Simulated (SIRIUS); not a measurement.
# WC (Qusongite) (P1) in SIRIUS: a series of runs

Aim: see how the results for WC (Qusongite) move with the level of theory and the settings. Levels: PBE, PBE+D3, PBE+D3(BJ), PBE+D4. Tasks: relaxation of the atoms.

Everything below comes from runs of SIRIUS 7.12.0. Logs are shortened: lines on timing, memory, paths and dates and some standing lists are left out, and cuts for length are marked. The log counts tension as positive stress, the text compression.

## (1) The cell of the first run

The typed cell holds 2 atoms: a = 2.906 Å, b = 2.907 Å, c = 2.837 Å, α = 90.00°, β = 90.00°, γ = 120.00°.

## (2) Relaxation of the atoms, PBE (atoms moved at random)

Input file run.py:

```python
import json, subprocess
import numpy as np
from ase.io import read
from ase.units import Bohr, Hartree
from ase.calculators.calculator import Calculator, all_changes, SCFError
from ase.optimize import BFGS

class Sirius(Calculator):
    """Writes sirius.json, runs sirius.scf and reads output.json. Species files lie in the folder."""
    implemented_properties = ["energy", "free_energy", "forces", "magmom", "magmoms"]

    def __init__(self, settings, start):
        super().__init__()
        self.settings, self.start, self.warm = settings, start, False

    def run(self, atoms, settings, task):
        symbols = atoms.get_chemical_symbols()
        types = sorted(set(symbols))
        spin = settings["parameters"]["num_mag_dims"] > 0
        rows = {t: [] for t in types}
        for s, x, m in zip(symbols, atoms.get_scaled_positions(wrap=False), atoms.get_initial_magnetic_moments()):
            rows[s].append(list(x) + ([0, 0, m] if spin else []))
        cell = dict(lattice_vectors=(atoms.cell[:] / Bohr).tolist(), atom_types=types,
                    atom_files={t: t + ".json" for t in types}, atoms=rows)
        with open("sirius.json", "w") as f:
            json.dump(dict(settings, unit_cell=cell), f, indent=1)
        with open("sirius.log", "a") as log:
            subprocess.run(["sirius.scf", "--input=sirius.json", "--output=output.json", f"--task={task}"],
                           stdout=log, stderr=log, check=True)
        with open("output.json") as f:
            return json.load(f)["ground_state"], np.argsort(np.argsort(symbols, kind="stable"))

    def calculate(self, atoms=None, properties=["energy"], system_changes=all_changes):
        super().calculate(atoms, properties, system_changes)
        if not self.warm or "cell" in system_changes:
            loose = dict(self.settings, parameters={**self.settings["parameters"], **self.start})
            self.run(atoms, loose, task=0)  # loose LDA density as the start
            self.warm = True
        gs, order = self.run(atoms, self.settings, task=1)
        if not gs["converged"]:
            raise SCFError("SIRIUS did not converge")
        e = gs["energy"]
        free = e["free"] * Hartree  # E - TS, whose slope the forces are
        self.results = dict(energy=free, free_energy=free,
                            forces=np.array(gs["forces"])[order] * Hartree / Bohr)
        if "magnetisation" in gs:
            self.results["magmom"] = gs["magnetisation"]["total"][2]
            self.results["magmoms"] = np.array(gs["magnetisation"]["atoms"])[order, 2]
        self.gap, self.fermi = gs["band_gap"] * Hartree, gs["efermi"] * Hartree

settings = {'control': {'processing_unit': 'cpu',
             'std_evp_solver_name': 'lapack',
             'gen_evp_solver_name': 'lapack',
             'verbosity': 1,
             'print_forces': True,
             'ortho_rf': True,
             'use_second_variation': True,
             'rmt_max': 3.0},
 'parameters': {'electronic_structure_method': 'full_potential_lapwlo',
                'xc_functionals': ['XC_GGA_X_PBE', 'XC_GGA_C_PBE'],
                'core_relativity': 'dirac',
                'valence_relativity': 'iora',
                'num_fv_states': 25,
                'smearing': 'fermi_dirac',
                'smearing_width': 0.0018374661,
                'pw_cutoff': 25,
                'gk_cutoff': 4.86,
                'lmax_apw': 13,
                'lmax_rho': 8,
                'lmax_pot': 8,
                'num_mag_dims': 0,
                'auto_rmt': 0,
                'ngridk': [6, 6, 6],
                'shiftk': [0, 0, 0],
                'num_dft_iter': 80,
                'energy_tol': 1e-07,
                'density_tol': 1e-05,
                'use_symmetry': True},
 'settings': {'tol_ne': 1e-10},
 'iterative_solver': {'type': 'exact'},
 'mixer': {'type': 'anderson', 'beta': 0.5, 'max_history': 8}}
start = {'xc_functionals': ['XC_LDA_X', 'XC_LDA_C_PW'],
 'ngridk': [2, 2, 2],
 'gk_cutoff': 3.89,
 'smearing': 'fermi_dirac',
 'smearing_width': 0.0055,
 'energy_tol': 0.01,
 'density_tol': 0.05,
 'num_dft_iter': 30}

from ase import Atoms
atoms = Atoms(['W', 'C'],
              cell=[[2.9065, 0.0, 0.0], [-1.45325, 2.5171028361, 0.0], [0.0, 0.0, 2.8366]],
              scaled_positions=[[0.005945, 0.006678, 0.019474], [0.682089, 0.324848, 0.51994]], pbc=True)
sirius = Sirius(settings, start)
atoms.calc = sirius

opt = BFGS(atoms, trajectory="relax.traj")
done = opt.run(fmax=0.03, steps=20)
print("converged", done)
print("scaled positions")
print(atoms.get_scaled_positions())
print("gap", sirius.gap, "eV")
result = dict(done=bool(done), free_energy=atoms.get_potential_energy(), forces=atoms.get_forces().tolist())
result.update(gap=sirius.gap, fermi=sirius.fermi, **{k: np.array(v).tolist() for k, v in sirius.results.items() if "mag" in k})
with open("result.json", "w") as f:
    json.dump(result, f)
```

Potentials or basis: all-electron FP-LAPW, apw+lo standard.

Launch:

```bash
OMP_NUM_THREADS=1 python run.py
```

Log:

```text
Step     Time          Energy          fmax
BFGS:    0  -440940.160826        1.053382
BFGS:    1  -440940.184605        0.535357
BFGS:    2  -440940.193208        0.025114
converged True
scaled positions
[[0.01060666 0.99932497 0.01967959]
 [0.67743449 0.33224207 0.51973351]]
gap 0.0 eV
```

sirius.log (last run):

```text
[info] SIRIUS version : 7.12.0
[info] number of MPI ranks           : 1
[info] MPI grid                      : 1 1
[info] maximum number of OMP threads : 1
[fft] FFT context for density and potential
[fft] =====================================
[fft]   plane wave cutoff                     : 25
[fft]   grid size                             : 48 48 45   total : 103680
[fft]   grid limits                           : -23 24   -23 24   -22 22
[fft]   number of G-vectors within the cutoff : 37051
[fft]   number of G-shells                    : 1863
[fft] FFT context for coarse grid
[fft] =====================================
[fft]   plane wave cutoff                     : 9.72
[fft]   grid size                             : 20 20 20   total : 8000
[fft]   grid limits                           : -9 10   -9 10   -9 10
[fft]   number of G-vectors within the cutoff : 2159
[fft]   number of G-shells                    : 143
[unit cell] lattice vectors
[unit cell]   a1 :       5.4924889847      0.0000000000      0.0000000000
[unit cell]   a2 :      -2.7462444924      4.7566349908      0.0000000000
[unit cell]   a3 :       0.0000000000      0.0000000000      5.3603971285
[unit cell] reciprocal lattice vectors
[unit cell]   b1 :       1.1439595645      0.6604653625     -0.0000000000
[unit cell]   b2 :       0.0000000000      1.3209307250      0.0000000000
[unit cell]   b3 :       0.0000000000     -0.0000000000      1.1721492189
[unit cell] unit cell volume :       140.04447725 [a.u.^3]
[unit cell] 1/sqrt(omega)    :         0.08450200
[unit cell] MT volume        :        63.80016733 (45.56%)
[unit cell] IT volume        :        76.24430992 (54.44%)
[unit cell] number of atom types : 2
[unit cell] type id : 0 symbol :  C mt_radius :   1.400000 num_atoms : 1
[unit cell] type id : 1 symbol :  W mt_radius :   2.320000 num_atoms : 1
[unit cell] total number of atoms : 2
[unit cell] number of symmetry classes : 2
[unit cell] minimum bond length:     4.149737
[sym] space group number   : 1
[sym] international symbol : P1
[sym] Hall symbol          : P 1
[sym] space group transformation matrix :
[sym]   0.0000  0.0000  1.0000
[sym]   1.0000  0.0000  0.0000
[sym]   0.0000  1.0000  0.0000
[sym] space group origin shift :
[sym]   0.0000  0.0000  0.0000
[sym] number of space group operations  : 1
[sym] number of magnetic group operations : 1
[sym] metric tensor error: 0.0000e+00
[sym] rotation matrix error: 4.4409e-16
[atom type] label          : C
[... 169 lines left out ...]
[info] 1) XC_GGA_X_PBE : Perdew, Burke & Ernzerhof
[info] 2) XC_GGA_C_PBE : Perdew, Burke & Ernzerhof
+--------------------------+
| restart SCF ground state |
+--------------------------+
[print_info] total number of k-points : 112
[print_info] --------------------------------------------------------------------------------
[print_info]   ik                vk                    weight  num_gkvec   gklo_basis_size
[print_info] --------------------------------------------------------------------------------
[print_info]    0   0.0000   0.0000   0.0000         0.004630        255               366
[print_info]    1   0.1667   0.0000   0.0000         0.009259        273               384
[print_info]    2   0.3333   0.0000   0.0000         0.009259        272               383
[print_info]    3   0.5000   0.0000   0.0000         0.004630        276               387
[print_info]    4   0.0000   0.1667   0.0000         0.009259        273               384
[print_info]    5   0.1667   0.1667   0.0000         0.009259        264               375
[... 104 lines left out ...]
[print_info]  110   0.3333   0.5000   0.5000         0.009259        272               383
[print_info]  111   0.5000   0.5000   0.5000         0.004630        268               379
[find] density tolerance         : 1e-05
[find] total energy tolerance    : 1e-07
[find] iter_solver_tol (initial) : 0.01
[find] iter_solver_tol (target)  : 1e-13
[find] num_dft_iter              : 80
Charges and magnetic moments
atom      charge    core leakage
   0    4.131054    0.000000e+00
   1   71.464755    0.000000e+00

total core leakage    : 0.00000000e+00
interstitial charge   : 4.406114
total charge          : 80.001923
[find] Charges and magnetic moments
[find] --------------------------------------------------------------------------------
[find] atom      charge    core leakage
[find] --------------------------------------------------------------------------------
[find]    0    4.130639    1.180768e-04
[find]    1   71.464637    4.333157e-06
[find] total core leakage    : 1.22410006e-04
[find] interstitial charge   : 4.405622
[find] total charge          : 80.000899
[find] Energy
[find] --------------------------------------------------------------------------------
[find] valence_eval_sum               :     -12.23573009
[find] core_eval_sum                  :   -9890.67348352
[find] kinetic energy                 :   18252.26800351
[find] enuc                           :  -20264.46542750
[find] <rho|V^{XC}>                   :    -432.72863017
[find] <rho|E^{XC}>                   :    -330.82974958
[... 32 lines left out ...]
[find] valence_eval_sum               :     -12.23725032
[find] core_eval_sum                  :   -9890.67722547
[find] kinetic energy                 :   18252.26610265
[find] enuc                           :  -20264.46371909
[find] <rho|V^{XC}>                   :    -432.72801542
[find] <rho|E^{XC}>                   :    -330.82928774
[find] <mag|B^{XC}>                   :       0.00000000
[find] <rho|V^{H}>                    :  -27722.45256303
[find] smearing (-TS)                 :      -0.00017305
[find] SCF correction                 :       0.00000636
[find] Total energy                   :  -16204.25317933 (Ha),  -32408.50635866 (Ry)
[find] Free energy (E-TS)             :  -16204.25335238 (Ha),  -32408.50670476 (Ry)
[find] band gap (eV)                  :       0.00000000
[find] Efermi                         :       0.57184396
[find] iteration : 7, RMS (target) : 3.0129e-06 (1.0000e-05) , energy difference (target) : 5.9899e-08 (1.0000e-07)
[find] converged after 8 SCF iterations!
Warning in function "check_num_electrons" at src/density/density.cpp:1179
wrong number of electrons
  obtained value : 79.9999
  target value : 80
  difference : 0.00012555
  total core leakage : 0.000122402
    atom class : 0, core leakage : 0.000118069
    atom class : 1, core leakage : 4.333e-06
[find] Charges and magnetic moments
[find] --------------------------------------------------------------------------------
[find] atom      charge    core leakage
[find] --------------------------------------------------------------------------------
[find]    0    4.130658    1.180688e-04
[find]    1   71.464252    4.333002e-06
[find] total core leakage    : 1.22401789e-04
[find] interstitial charge   : 4.404965
[find] total charge          : 79.999874
[find] Energy
[find] --------------------------------------------------------------------------------
[find] valence_eval_sum               :     -12.23725032
[find] core_eval_sum                  :   -9890.67722547
[find] kinetic energy                 :   18252.26610265
[find] enuc                           :  -20264.46371909
[find] <rho|V^{XC}>                   :    -432.72801542
[find] <rho|E^{XC}>                   :    -330.82928774
[find] <mag|B^{XC}>                   :       0.00000000
[find] <rho|V^{H}>                    :  -27722.45256303
[find] smearing (-TS)                 :      -0.00017305
[find] SCF correction                 :       0.00000636
[find] Total energy                   :  -16204.25317933 (Ha),  -32408.50635866 (Ry)
[find] Free energy (E-TS)             :  -16204.25335238 (Ha),  -32408.50670476 (Ry)
[find] band gap (eV)                  :       0.00000000
[find] Efermi                         :       0.57184396
[ground_state]
[ground_state] ==== total Forces in Ha/bohr =====
[ground_state] atom:    0, force:      -0.0003362      0.0003519     -0.0000413
[ground_state] atom:    1, force:       0.0003356     -0.0003194      0.0000411
```

C.json:

```text
{
  "name": "carbon",
  "symbol": "C",
  "number": 6,
  "mass": 12.0107,
  "rmin": 1e-06,
  "rmt": 1.4,
  "nrmt": 800,
  "rinf": 14.98,
  "core": "1s",
  "valence": [
    {"basis": [{"enu": 0.37, "dme": 0, "n": 0, "auto": 0}, {"enu": 0.37, "dme": 1, "n": 0, "auto": 0}]},
    {"l": 0, "n": 1, "basis": [{"enu": 0.369, "dme": 0, "n": 0, "auto": 0}]},
    {"l": 1, "n": 2, "basis": [{"enu": 0.47, "dme": 0, "n": 0, "auto": 0}]},
    {"l": 2, "n": 3, "basis": [{"enu": 0.47, "dme": 0, "n": 0, "auto": 0}]},
    {"l": 3, "n": 4, "basis": [{"enu": 0.47, "dme": 0, "n": 0, "auto": 0}]}
  ],
  "lo": [
    {"l": 0, "basis": [{"enu": 0.369, "dme": 0, "n": 0, "auto": 0}, {"enu": 0.369, "dme": 1, "n": 0, "auto": 0}]},
    {"l": 0, "basis": [{"enu": 0.369, "dme": 1, "n": 0, "auto": 0}, {"enu": 0.369, "dme": 2, "n": 0, "auto": 0}]},
    {
      "l": 0,
      "basis": [{"enu": 0.369, "dme": 0, "n": 0, "auto": 0}, {"enu": 6.4914, "dme": 0, "n": 0, "auto": 0}]
    },
    {"l": 1, "basis": [{"enu": 0.47, "dme": 0, "n": 0, "auto": 0}, {"enu": 0.47, "dme": 1, "n": 0, "auto": 0}]},
    {"l": 1, "basis": [{"enu": 0.47, "dme": 1, "n": 0, "auto": 0}, {"enu": 0.47, "dme": 2, "n": 0, "auto": 0}]},
    {"l": 1, "basis": [{"enu": 0.47, "dme": 0, "n": 0, "auto": 0}, {"enu": 7.5108, "dme": 0, "n": 0, "auto": 0}]},
    {"l": 2, "basis": [{"enu": 0.47, "dme": 0, "n": 0, "auto": 0}, {"enu": 0.47, "dme": 1, "n": 0, "auto": 0}]},
    {"l": 2, "basis": [{"enu": 0.47, "dme": 1, "n": 0, "auto": 0}, {"enu": 0.47, "dme": 2, "n": 0, "auto": 0}]},
    {"l": 2, "basis": [{"enu": 0.47, "dme": 0, "n": 0, "auto": 0}, {"enu": 8.4292, "dme": 0, "n": 0, "auto": 0}]},
    {"l": 3, "basis": [{"enu": 0.47, "dme": 0, "n": 0, "auto": 0}, {"enu": 0.47, "dme": 1, "n": 0, "auto": 0}]}
  ],
  "free_atom": [... radial grid and density of the free atom, the start of the SCF ...]
}
```

It took 9.1 min on 1 thread of Arm Neoverse V2, shared host; peak memory 0.97 GiB.

Results:

```yaml
Free_energy: -440940.1932 eV
Energy_gained_by_relaxing: 16.2 meV/atom
Ionic_steps: 3
Largest_force_after_relaxing: 0.025 eV/Å
Band_gap_on_the_k_mesh: none (metal or under the smearing width)
```

Forces on the atoms (eV/Å):
```
W    0.017 -0.016  0.002
C   -0.017  0.018 -0.002
```

The path:
```
step  energy change (eV)  largest force (eV/Å)
   1              0.0000                1.0534
   2             -0.0238                0.5354
   3             -0.0324                0.0251
```

Final structure:
```cif
data_structure
_symmetry_space_group_name_H-M 'P 1'
_symmetry_Int_Tables_number 1
_cell_length_a 2.9065
_cell_length_b 2.9065
_cell_length_c 2.8366
_cell_angle_alpha 90.000
_cell_angle_beta 90.000
_cell_angle_gamma 120.000
_cell_volume 20.75
loop_
_atom_site_label
_atom_site_type_symbol
_atom_site_fract_x
_atom_site_fract_y
_atom_site_fract_z
_atom_site_occupancy
W1 W 0.01061 0.99932 0.01968 1
C1 C 0.67743 0.33224 0.51973 1
```

Caveat: the k mesh is coarse (spacing up to 0.42 Å⁻¹), so the values aren't converged. The run has no spin-orbit coupling, so splittings on W are missing.

## (3) Relaxation of the atoms, PBE+D3 (atoms moved at random)

Changes to run.py since step 2:

```diff
@@ -6,2 +6,4 @@
 from ase.optimize import BFGS
+from ase.calculators.mixing import SumCalculator
+from dftd3.ase import DFTD3
 
@@ -97,3 +99,4 @@
 sirius = Sirius(settings, start)
-atoms.calc = sirius
+dispersion = DFTD3(method="pbe", damping="d3zero")
+atoms.calc = SumCalculator([sirius, dispersion])
 
@@ -107,2 +110,3 @@
 result.update(gap=sirius.gap, fermi=sirius.fermi, **{k: np.array(v).tolist() for k, v in sirius.results.items() if "mag" in k})
+result['dispersion'] = dispersion.get_potential_energy(atoms)
 with open("result.json", "w") as f:
```

Potentials or basis: all-electron FP-LAPW, apw+lo standard.

Launch:

```bash
OMP_NUM_THREADS=1 python run.py
```

It took 9.2 min on 1 thread of Arm Neoverse V2, shared host; peak memory 0.97 GiB.

The run converged. Its results:

```
Free energy                  : -440940.9147 eV
Energy gained by relaxing    : 16.3 meV/atom
Ionic steps                  : 3
Largest force after relaxing : 0.025 eV/Å
Band gap on the k mesh       : none (metal or under the smearing width)
Dispersion energy per atom   : -0.361 eV
```

Forces in eV/Å, atoms in the order of the input:
```
W    0.017 -0.016  0.002
C   -0.017  0.018 -0.002
```

Step by step:
```
step  energy change (eV)  largest force (eV/Å)
   1              0.0000                1.0574
   2             -0.0239                0.5355
   3             -0.0325                0.0250
```

Final structure:
```cif
data_structure
_symmetry_space_group_name_H-M 'P 1'
_symmetry_Int_Tables_number 1
_cell_length_a 2.9065
_cell_length_b 2.9065
_cell_length_c 2.8366
_cell_angle_alpha 90.000
_cell_angle_beta 90.000
_cell_angle_gamma 120.000
_cell_volume 20.75
loop_
_atom_site_label
_atom_site_type_symbol
_atom_site_fract_x
_atom_site_fract_y
_atom_site_fract_z
_atom_site_occupancy
W1 W 0.01061 0.99932 0.01968 1
C1 C 0.67743 0.33224 0.51973 1
```

Caveat: the k mesh is coarse (spacing up to 0.42 Å⁻¹), so the values aren't converged.

## (4) Relaxation of the atoms, PBE+D3(BJ) (atoms moved at random)

Changes to run.py since step 3:

```diff
@@ -99,3 +99,3 @@
 sirius = Sirius(settings, start)
-dispersion = DFTD3(method="pbe", damping="d3zero")
+dispersion = DFTD3(method="pbe", damping="d3bj")
 atoms.calc = SumCalculator([sirius, dispersion])
```

Launch:

```bash
OMP_NUM_THREADS=1 python run.py
```

Wall time 9.2 min (1 thread of Arm Neoverse V2, shared host); peak memory 0.97 GiB.

It converged, with:

* Free energy: -440941.1160 eV
* Energy gained by relaxing: 16.2 meV/atom
* Ionic steps: 3
* Largest force after relaxing: 0.025 eV/Å
* Band gap on the k mesh: none (metal or under the smearing width)
* Dispersion energy per atom: -0.461 eV

Forces in eV/Å, atoms in the order of the input:
```
W    0.017 -0.016  0.002
C   -0.017  0.018 -0.002
```

Step by step:
```
step  energy change (eV)  largest force (eV/Å)
   1              0.0000                1.0531
   2             -0.0238                0.5354
   3             -0.0324                0.0251
```

Final structure:
```xyz
2
Lattice="2.9065 0.0000 0.0000 -1.4532 2.5171 0.0000 0.0000 0.0000 2.8366" Properties=species:S:1:pos:R:3 pbc="T T T"
W     0.0318   -0.0017    0.0558
C     1.4861    0.8363    1.4743
```

Caveat: the k mesh is coarse (spacing up to 0.42 Å⁻¹), so the values aren't converged.

(Continued in part 2 of 2.)
